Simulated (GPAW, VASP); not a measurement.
This is a calculation of WC (Qusongite) for VASP 6.6.1. 

Contents of INCAR:

```
SYSTEM = WC
  PREC = Accurate
  ENCUT = 520
  EDIFF = 1E-7
  ISMEAR = 0
  SIGMA = 0.027000000000000003
  LREAL = .False.
  LASPH = .True.
  NELM = 100
  ALGO = Normal
  ISIF = 2
  LWAVE = .False.
  LCHARG = .True.
  GGA = PE
  LELF = .True.
  LVHAR = .True.
  NBANDS = 16
```

Contents of KPOINTS:

```
Automatic mesh
0
Gamma
  10 10 9
  0 0 0
```

The input POSCAR:

```
WC
1.0
    2.9065000000      0.0000000000      0.0000000000
   -1.4532500000      2.5171028361      0.0000000000
    0.0000000000      0.0000000000      2.8366000000
W C
1 1
Direct
    0.0000000000      0.0000000000      0.0000000000
    0.6666666667      0.3333333333      0.5000000000
```

Potentials or basis: VASP PAW PBE potentials, release 64 (W_sv, C).

Run with:

```sh
$ cat potpaw_PBE.64/W_sv/POTCAR potpaw_PBE.64/C/POTCAR > POTCAR
$ mpirun -np 1 vasp_std > vasp.out
```

Q: Translate it to GPAW 26.7.0 (ASE script). Potentials or basis there: GPAW PAW data sets (gpaw-data 1.2.1), cutoff 800 eV.

A: As run (cutoffs and basis follow the program's own potentials, and thresholds, step limits or extra output files can differ):

Contents of run.py:

```python
from ase import Atoms
from ase.dft.bandgap import bandgap
from ase.io import write
from ase.units import GPa
from gpaw import GPAW, PW

atoms = Atoms(['W', 'C'],
              cell=[[2.9065, 0.0, 0.0],
                    [-1.45325, 2.5171028361, 0.0],
                    [0.0, 0.0, 2.8366]],
              scaled_positions=[[0.0, 0.0, 0.0],
                                [0.6666666667, 0.3333333333, 0.5]],
              pbc=True)

calc = GPAW(mode=PW(800),
            xc='PBE',
            kpts={'size': (10, 10, 9), 'gamma': True},
            occupations={'name': 'methfessel-paxton', 'order': 0, 'width': 0.027000000000000003},
            nbands=19,
            convergence={'density': 1e-05, 'energy': 1e-05},
            maxiter=150,
            txt='gpaw.txt')
atoms.calc = calc
energy = atoms.get_potential_energy()
forces = atoms.get_forces()
stress = atoms.get_stress()
calc.write('gs.gpw')
write('result.traj', atoms)
print(f'Energy: {energy:.6f} eV')
print('Forces (eV/A):')
print(forces.round(4))
print('Stress (GPa):', (stress / GPa).round(3))
print('Fermi level:', round(calc.get_fermi_level(), 4), 'eV')
print(f'Gap: {bandgap(calc)[0]:.4f} eV, direct: {bandgap(calc, direct=True)[0]:.4f} eV')
```

Potentials or basis: GPAW PAW data sets (gpaw-data 1.2.1), pw.

Launch:

```bash
$ OMP_NUM_THREADS=1 python run.py
```

Both were run:

|  | VASP | GPAW |
| --- | --- | --- |
| Pressure | 6.7 GPa | 5.4 GPa |

Pressure is positive in compression.
